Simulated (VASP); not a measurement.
# Si (Fd-3m) in VASP: further runs

The runs below take Si through dielectric tensor, with PBE.

Program: VASP 6.6.1. These are calculated values, not measurements. Logs are shortened: lines on timing, memory, paths and dates and some standing lists are left out, and cuts for length are marked.

### 1 The crystal as given

Symmetry: Fd-3m, No. 227, cubic system. Conventional cell: a = 5.444 Å, b = 5.444 Å, c = 5.444 Å, α = 90.00°, β = 90.00°, γ = 90.00°. Si (site symmetry -43m) is surrounded by 4 Si at 2.36 Å.

### 2 Dielectric tensor, PBE

The input, INCAR:

```
PREC = Accurate
ENCUT = 400
EDIFF = 1E-4
ISMEAR = 0
SIGMA = 0.01
LREAL = False
LASPH = True
NELM = 100
ALGO = Normal
ISIF = 2
LWAVE = False
LCHARG = False
GGA = PE
LEPSILON = True
```

The input, KPOINTS:

```
Automatic mesh
0
Gamma
  8 8 8
```

The input, POSCAR:

```
Si
1.0
    0.0000000000      2.7218511865      2.7218511865
    2.7218511865      0.0000000000      2.7218511865
    2.7218511865      2.7218511865      0.0000000000
Si
2
Direct
    0.5000000000      0.5000000000      0.5000000000
    0.7500000000      0.7500000000      0.7500000000
```

Potentials or basis: VASP PAW PBE potentials, release 64 (Si).

Started as:

```bash
cat potpaw_PBE.64/Si/POTCAR > POTCAR
mpirun -np 1 vasp_std > vasp.out
```

OUTCAR:

```text
PREC = Accurate
   ENCUT = 400
   EDIFF = 1E-4
   ISMEAR = 0
   LREAL = False
   LASPH = True
   NELM = 100
   ISIF = 2
   GGA = PE
   LEPSILON = True

 Found     29 irreducible k-points:

 Following reciprocal coordinates:
            Coordinates               Weight
  0.000000  0.000000  0.000000      1.000000
  0.125000  0.000000  0.000000      8.000000
  0.250000  0.000000  0.000000      8.000000
  0.375000  0.000000  0.000000      8.000000
  0.500000  0.000000  0.000000      4.000000
  0.125000  0.125000  0.000000      6.000000
   k-points           NKPTS =     29   k-points in BZ     NKDIM =     29   number of bands    NBANDS=      8
   number of dos      NEDOS =    301   number of ions     NIONS =      2
   total plane-waves  NPLWV =  21952
   dimension x,y,z NGX =    28 NGY =   28 NGZ =   28
   dimension x,y,z NGXF=    56 NGYF=   56 NGZF=   56
   ions per type =               2
   NGX,Y,Z   is equivalent  to a cutoff of  12.09, 12.09, 12.09 a.u.
   NGXF,Y,Z  is equivalent  to a cutoff of  24.19, 24.19, 24.19 a.u.
 SYSTEM =  unknown system
   PREC   = accura    normal or accurate (medium, high low for compatibility)
   ISTART =      0    job   : 0-new  1-cont  2-samecut
   ICHARG =      2    charge: 1-file 2-atom 10-const
   ISPIN  =      1    spin polarized calculation?
   LNONCOLLINEAR =      F non collinear calculations
   LSORBIT =      F    spin-orbit coupling
   LASPH  =      T    aspherical Exc in radial PAW
   ENCUT  =  400.0 eV  29.40 Ry    5.42 a.u.   6.28  6.28  6.28*2*pi/ulx,y,z
   NELM   =    100;   NELMIN=  2; NELMDL= -5     # of ELM steps
   EDIFF  = 0.1E-03   stopping-criterion for ELM
   LREAL  =      F    real-space projection
   EDIFFG = 0.1E-02   stopping-criterion for IOM
   NSW    =      0    number of steps for IOM
   IBRION =     -1    ionic relax: 0-MD 1-quasi-New 2-CG
   NFREE  =      0    steps in history (QN), initial steepest desc. (CG)
   ISIF   =      2    stress and relaxation
   ISYM   =      2    0-nonsym 1-usesym 2-fastsym
   POTIM  = 0.5000    time-step for ionic-motion
   TEBEG  =    0.0;   TEEND  =   0.0 temperature during run
   PSTRESS=    0.0 pullay stress
   NELECT =       8.0000    total number of electrons
   NUPDOWN=      -1.0000    fix difference up-down
   EMIN   =  10.00;   EMAX   =-10.00  energy-range for DOS
   EFERMI =   0.00;   METHOD = LEGACY
   ISMEAR =     0;   SIGMA  =   0.01  broadening in eV -4-tet -1-fermi 0-gaus
   EFERMI_NEDOS =   21; number of points for ismear=-14 and -15
   IALGO  =     38    algorithm
   IMIX   =      4    mixing-type and parameters
     AMIX     =   0.40;   BMIX     =  1.00
     AMIX_MAG =   1.60;   BMIX_MAG =  1.00
  volume/ion in A,a.u.               =      20.16       136.08
  Fermi-wavevector in a.u.,A,eV,Ry     =   0.954766  1.804247 12.402783  0.911579
  Thomas-Fermi vector in A             =   2.083543
   LORBIT       =      0    0 simple, 1 ext, 2 COOP (PROOUT), +10 PAW based schemes
   GGA     = PE    functional components
   LHFCALC =     F    Hartree Fock is set to
   AEXX    =    0.0000 exact exchange contribution
   IVDW    =     0    specifies the selected vdW correction
   LEPSILON=     T    determine dielectric tensor
   LRPA    =     F    only Hartree local field effects (RPA)
 non-spin polarized calculation
 Gauss-broadening in eV      SIGMA  =   0.01
  energy-cutoff  :      400.00
  volume of cell :       40.33
 maximum number of plane-waves:       754
 NGX is ok and might be reduce to    28
   NGX = 13   NGY = 13   NGZ = 13

--------------------------------------- Ionic step        1  -------------------------------------------

 number of electron       8.0000001 magnetization

 E-fermi :   5.8145     XC(G=0):  -9.3806

 val. band max:        5.7551441505   @ k =   0.0000   0.0000   0.0000
 cond. band min:       6.3828562035   @ k =   0.3750   0.3750   0.0000
 fundamental gap:      0.6277120531
 Fermi energy:         5.8145033976

 k-point     1 :       0.0000    0.0000    0.0000
  band No.  band energies     occupation
      1      -6.1535      2.00000
      2       5.7551      2.00000
      3       5.7551      2.00000
      4       5.7551      2.00000
      5       8.3176      0.00000
      6       8.3176      0.00000
      7       8.3176      0.00000
      8       9.0461      0.00000

 k-point     2 :       0.1250    0.0000    0.0000
  band No.  band energies     occupation
      1      -5.9506      2.00000
      2       4.1605      2.00000
      3       5.4687      2.00000
      4       5.4687      2.00000
      5       8.2395      0.00000
      6       8.7388      0.00000
      7       8.7388      0.00000
      8      10.4079      0.00000

 k-point     3 :       0.2500    0.0000    0.0000
  band No.  band energies     occupation
      1      -5.3589      2.00000
      2       1.8440      2.00000
      3       5.0011      2.00000
      4       5.0011      2.00000
      5       7.7621      0.00000
      6       9.2566      0.00000
      7       9.2566      0.00000
      8      12.6193      0.00000

 k-point     4 :       0.3750    0.0000    0.0000
  band No.  band energies     occupation
      1      -4.4717      2.00000
      2      -0.1635      2.00000
      3       4.6758      2.00000
      4       4.6758      2.00000
      5       7.3982      0.00000
      6       9.2075      0.00000
      7       9.2075      0.00000
      8      13.6232      0.00000

 k-point     5 :       0.5000    0.0000    0.0000
  band No.  band energies     occupation
      1      -3.8402      2.00000
      2      -1.1775      2.00000
      3       4.5644      2.00000
      4       4.5644      2.00000
      5       7.2700      0.00000
      6       9.0986      0.00000
      7       9.0986      0.00000
      8      13.4743      0.00000

 k-point     6 :       0.1250    0.1250    0.0000
  band No.  band energies     occupation
      1      -5.8822      2.00000
      2       4.4165      2.00000
      3       4.9560      2.00000
      4       4.9560      2.00000
      5       7.7693      0.00000
      6       9.4489      0.00000
      7       9.4489      0.00000
      8      10.0963      0.00000

 [... further k-points ...]

  FORCE on cell =-STRESS in cart. coord.  units (eV):
  Direction    XX          YY          ZZ          XY          YZ          ZX
  --------------------------------------------------------------------------------------
  -------------------------------------------------------------------------------------
  Total        0.3159024      0.3159024      0.3159024     -0.0000000      0.0000000      0.0000000
  in kB       12.5499032     12.5499032     12.5499032     -0.0000000      0.0000000      0.0000000
  external PRESSURE =      12.5499032 kB  Pullay stress =       0.0000000 kB

 VOLUME and BASIS-vectors are now :
 -----------------------------------------------------------------------------
  energy-cutoff  :      400.00
  volume of cell :       40.33
      direct lattice vectors                 reciprocal lattice vectors
     0.000000000  2.721851186  2.721851186    -0.183698507  0.183698507  0.183698507
     2.721851186  0.000000000  2.721851186     0.183698507 -0.183698507  0.183698507
     2.721851186  2.721851186  0.000000000     0.183698507  0.183698507 -0.183698507

 POSITION                                       TOTAL-FORCE (eV/Angst)
 -----------------------------------------------------------------------------------
      2.72185      2.72185      2.72185         0.000000     -0.000000      0.000000
      4.08278      4.08278      4.08278        -0.000000      0.000000     -0.000000
 -----------------------------------------------------------------------------------
    total drift:                                0.000000      0.000000     -0.000000

  FREE ENERGIE OF THE ION-ELECTRON SYSTEM (eV)
  ---------------------------------------------------
  free  energy   TOTEN  =       -10.8436577020 eV

  energy  without entropy=      -10.8436577020  energy(sigma->0) =      -10.84365770

 HEAD OF MICROSCOPIC STATIC DIELECTRIC TENSOR (INDEPENDENT PARTICLE, excluding Hartree and local field effects)
 ------------------------------------------------------
          14.682096     0.000000    -0.000000
           0.000000    14.682096     0.000000
           0.000000     0.000000    14.682096
 ------------------------------------------------------

 Free energy of the ion-electron system (eV)
  ---------------------------------------------------
  ---------------------------------------------------
  free energy    TOTEN  =        -1.56057948 eV

  energy without entropy =       -1.56057948

------------------------ aborting loop because EDIFF is reached ----------------------------------------

--------------------------------------- Ionic step        2  -------------------------------------------

------------------------ aborting loop because EDIFF is reached ----------------------------------------

--------------------------------------- Ionic step        3  -------------------------------------------

 Free energy of the ion-electron system (eV)
  ---------------------------------------------------
  ---------------------------------------------------
  free energy    TOTEN  =        -1.56057793 eV

  energy without entropy =       -1.56057793

------------------------ aborting loop because EDIFF is reached ----------------------------------------

 PIEZOELECTRIC TENSOR FIELD DIRECTION 3  (e Angst)
 -----------------------------------------------------------------------------
     0.00256  0.00000  0.00000           (  0.00001  0.00000  0.00000)
     0.00000  0.00256  0.00000           (  0.00000  0.00001  0.00000)
     0.00000  0.00000 -0.00873           (  0.00000  0.00000 -0.00000)

 PIEZOELECTRIC TENSOR FIELD DIRECTION 3  (C/m^2)
 -----------------------------------------------------------------------------
     0.00102  0.00000  0.00000
     0.00000  0.00102  0.00000
     0.00000  0.00000 -0.00347

 MACROSCOPIC STATIC DIELECTRIC TENSOR (including local field effects in DFT)
 ------------------------------------------------------
          14.059667    -0.000000     0.000000
           0.000000    14.059667    -0.000000
          -0.000000     0.000000    14.059667
 ------------------------------------------------------

 PIEZOELECTRIC TENSOR (including local field effects)  for field in x, y, z        (e  Angst)
          XX          YY          ZZ          XY          YZ          ZX
  --------------------------------------------------------------------------------
  x     0.00000     0.00000    -0.00000     0.00000     0.00000     0.00000
  y    -0.00000     0.00000     0.00000     0.00000    -0.00000     0.00000
  z     0.00000     0.00000     0.00000    -0.00000     0.00000     0.00000

 PIEZOELECTRIC TENSOR (including local field effects)  for field in x, y, z        (C/m^2)
          XX          YY          ZZ          XY          YZ          ZX
  --------------------------------------------------------------------------------
  x     0.00000     0.00000    -0.00000     0.00000     0.00000     0.00000
  y    -0.00000     0.00000     0.00000     0.00000    -0.00000     0.00000
  z     0.00000     0.00000     0.00000    -0.00000     0.00000     0.00000

 BORN EFFECTIVE CHARGES (including local field effects) (in |e|, cummulative output)
 ---------------------------------------------------------------------------------
 ion    1
    1     0.00000     0.00000    -0.00000
    2     0.00000     0.00000     0.00000
    3     0.00000     0.00000     0.00000
 ion    2
    1     0.00000    -0.00000     0.00000
    2     0.00000     0.00000     0.00000
    3    -0.00000    -0.00000     0.00000
```

It took 30 s on 1 thread of AMD EPYC 9R45 (Zen 5), shared host; peak memory 0.14 GiB.

The run converged, but some of its settings lie outside the range that counts as converged, so its numbers aren't taken as properties of the crystal.

What came out:

* Band gap on the k mesh: 0.63 eV, indirect (least direct gap 2.56 eV)
* Electronic dielectric tensor (diagonal): 14.06
* Born charges (mean of the diagonal): Si +0.00 e

Caveat: the gap is small at this level, which inflates the dielectric constant.

[end of part 1 of 2]
